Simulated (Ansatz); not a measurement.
This was printed by a script on the Ansatz DFT code, driven from Python, for a single point of TiC (distorted cell). What did the script look like? Settings: PBE, PAW, cutoff 272 eV, 6×6×6 k-points, cold smearing of 0.15 eV, D4 dispersion.

Input file `tic.xyz`:
```text
2
Lattice="0.02778 2.11857 2.14496 2.12408 -0.00566 2.17841 2.13456 2.16249 -0.01614" Properties=species:S:1:pos:R:3 pbc="T T T"
Ti    4.18448518    2.18254883    2.15359005
C     2.13299644    2.12949301    2.13613839
```

Running `python tic_scf.py` prints:
```text
free energy      -2751.96395 eV
per atom         -1375.98198 eV
SCF iterations   7  (converged: True)
force on atom 0 by term (eV/A)
  ewald                      [10.3164 -4.5435 -0.7868]
  local_pseudopotential      [-10.3279   4.5296   0.7564]
  nonlocal_pseudopotential   [ 0.7045 -0.3293 -0.0687]
  augmentation               [-0.0876  0.0286  0.007 ]
  nlcc                       [-0.0041  0.0023  0.0006]
  dispersion                 [-0.0054  0.0027  0.0006]
  augmentation_tail          [ 0.0009 -0.0002 -0.    ]
  scf_correction             [0.0001 0.0001 0.0001]
net force on the cell: [1.7e-05 1.0e-05 9.0e-06]
from Ti to C, 2.052 A
  0.000 A    10.1858 e/A^3
  0.205 A     9.6022 e/A^3
  0.410 A     7.1151 e/A^3
  0.616 A     3.4294 e/A^3
  0.821 A     1.1378 e/A^3
  1.026 A     0.6260 e/A^3
  1.231 A     0.7866 e/A^3
  1.437 A     1.2305 e/A^3
  1.642 A     1.6404 e/A^3
  1.847 A     1.6879 e/A^3
  2.052 A     1.5823 e/A^3
 0 Ti 1 C at 2.05, 1 C at 2.11, 1 C at 2.16, 3 C at 2.18
 1 C  1 Ti at 2.05, 1 Ti at 2.11, 1 Ti at 2.16, 3 Ti at 2.18
audit    band_cg_iterations x1
audit    preconditioner_resolved x1
crystal:
  lattice:
    - [0.02778, 2.11857, 2.14496]
    - [2.12408, -0.00566, 2.17841]
    - [2.13456, 2.16249, -0.01614]
  atoms:
    - { symbol: Ti, position: [0.021850000636650053, 0.9744299977737767, 0.990420000988958] }
    - { symbol: C, position: [0.49640000064801276, 0.49552000101805804, 0.4997200004776447] }
accuracy: low
basis:
  ecutwfc: 272.11386245988
kpoints:
  mp_grid:
    grid: [6, 6, 6]
    shift: [0.5, 0.5, 0.5]
hamiltonian:
  xc: pbe
  dispersion: d4
scf:
  lower_state_search: standard
  mixing:
    algorithm: broyden
    beta: 0.4
    ndim: 8
  occupations:
    method: cold
    width: 0.15
output:
  write_density: true
  forces: true
```

One script that gives this output:

The script, `tic_scf.py`:
```python
"""Self-consistent field of TiC at the given structure, distorted."""

from collections import Counter
import warnings

import ansatz as az
import numpy as np
from pymatgen.core import Structure
from scipy.ndimage import map_coordinates

warnings.simplefilter("ignore", az.DeckWarning)

xtal = az.Crystal.from_extxyz("tic.xyz")

# the calculation
setup = xtal.calculation()
setup = setup.scf(lower_state_search="standard")
setup = setup.basis(10 * az.Ha)
setup = setup.functional("pbe", dispersion="D4")
setup = setup.accuracy("low")
setup = setup.occupations("Marzari-Vanderbilt", width=0.15)
setup = setup.mixing("broyden", ndim=8, beta=0.4)
setup = setup.kpoints(6, 6, 6, shift=0.5).forces()
setup = setup.density()
outcome = setup.run(threads=1)
summary = outcome.report

print(f"free energy      {summary['free_energy_ev']:.5f} eV")
print(f"per atom         {summary['free_energy_ev'] / len(outcome.lattice.sites):.5f} eV")
print(f"SCF iterations   {summary['n_iterations']}  (converged: {summary['converged']})")

atom = int(np.linalg.norm(summary["forces_ev_ang"], axis=1).argmax())
print("force on atom", atom, "by term (eV/A)")
for term, rows in summary["force_terms_ev_ang"].items():
    if np.abs(rows[atom]).max() > 1e-6:
        print(f"  {term:26s}", np.round(rows[atom], 4))
print("net force on the cell:", np.round(np.sum(summary["forces_ev_ang"], axis=0), 6) + 0.0)

final = Structure(outcome.lattice.cell_ang, [s.symbol for s in outcome.lattice.sites], [s.position_frac for s in outcome.lattice.sites])
# smooth valence density along the shortest bond of atom 0
rho = outcome.density()
total = sum(channel.density_e_per_ang3 for channel in rho.channels[:2])
grid_cell = np.asarray(rho.fft_grid_basis) @ outcome.lattice.cell_ang
partner = min(final.get_neighbors(final[0], 5.0), key=lambda n: n.nn_distance)
line = np.linspace(final[0].coords, partner.coords, 11)
points = (line @ np.linalg.inv(grid_cell)) * rho.dims
values = map_coordinates(total, points.T, order=3, mode="grid-wrap")
print(f"from {final[0].specie} to {partner.specie}, {partner.nn_distance:.3f} A")
for t, value in zip(np.linspace(0, partner.nn_distance, 11), values):
    print(f"{t:7.3f} A  {value:9.4f} e/A^3")

# first shell of each atom, within 15 % of its shortest distance
for index, site in enumerate(final):
    near = final.get_neighbors(site, 4.5)
    edge = 1.15 * min(n.nn_distance for n in near)
    shell = Counter((round(n.nn_distance, 2), n.specie.symbol) for n in near if n.nn_distance < edge)
    print(f"{index:2d} {site.specie.symbol:2s}", ", ".join(f"{count} {symbol} at {d:.2f}" for (d, symbol), count in sorted(shell.items())))

told = Counter((n["data"]["severity"], n["data"]["kind"]) for n in outcome.notices if n["event"] == "notice")
for (severity, kind), count in sorted(told.items()):
    print(f"{severity:8s} {kind} x{count}")

print(setup.to_yaml())
```

What to keep in mind:
- The settings weren't tested for convergence.
- The cutoff lies under the one recommended for these potentials.
- Dispersion corrections can be off by several per cent in the lattices of metals, and by several GPa in the pressure at a fixed cell.
- The mesh is modest for a metal, so energies can be off by several to tens of meV an atom and pressures by half a GPa or more; differences at equal mesh fare better.
- Of the deposited cell: the entry's cell lengths or inner coordinates differ somewhat from later room-temperature determinations.
- The fields are valence quantities on the plane-wave grid; their values near the nuclei depend on the potentials.
- The cell is a database structure, distorted on purpose.
- The script silences the warnings on its input, which a real study should read.
- Hardware and time: 2.5 s on 1 thread of Arm Neoverse V2, with other jobs on the host, peak memory 0.38 GiB.

(Lines on the test bed's own set-up are left out of the output.)
